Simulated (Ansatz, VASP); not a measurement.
## SiC in VASP and in Ansatz

```xyz
4
Lattice="3.0760 0.0000 0.0000 -1.5380 2.6639 0.0000 0.0000 0.0000 5.0480" Properties=species:S:1:pos:R:3 pbc="T T T"
Si    0.0000    1.7759    0.0000
Si    1.5380    0.8880    2.5240
C     0.0000    1.7759    1.9435
C     1.5380    0.8880    4.4675
```

Alike in both runs: task single point; functional PBEsol; k mesh 6 × 6 × 4; occupations gaussian, width 0.1 eV; no spin polarisation.

```csv
,VASP,Ansatz
version,VASP 6.6.1,Ansatz 0.2.0
potentials or method,"VASP PAW PBE potentials, release 64 (Si, C)","scalar-relativistic, plane waves, PAW"
plane-wave cutoff (eV),520,420
valence electrons in the cell,16,16
```

Ansatz gave:

```
gap on the k mesh at the Fermi level (eV)       : 2.17
least direct gap on the mesh (eV)               : 3.96
pressure (GPa)                                  : 0.3
largest component of the traceless stress (GPa) : 3.35
rms of the force components (eV/Å)              : 0.427
```

**Question.** Which values does VASP return?

**Answer.** gap on the k mesh at the Fermi level (eV): 2.16; least direct gap on the mesh (eV): 3.95; pressure (GPa): 0.6; largest component of the traceless stress (GPa): 3.40; rms of the force components (eV/Å): 0.429.

Atom by atom the forces differ by 0.002 eV/Å (rms over components).

Caveats: the PAW data sets were made with another functional, which shifts forces and pressure a little (VASP). A k mesh can miss the band edges. Expect the measured gap to be larger: semilocal functionals such as PBEsol lack the derivative discontinuity.
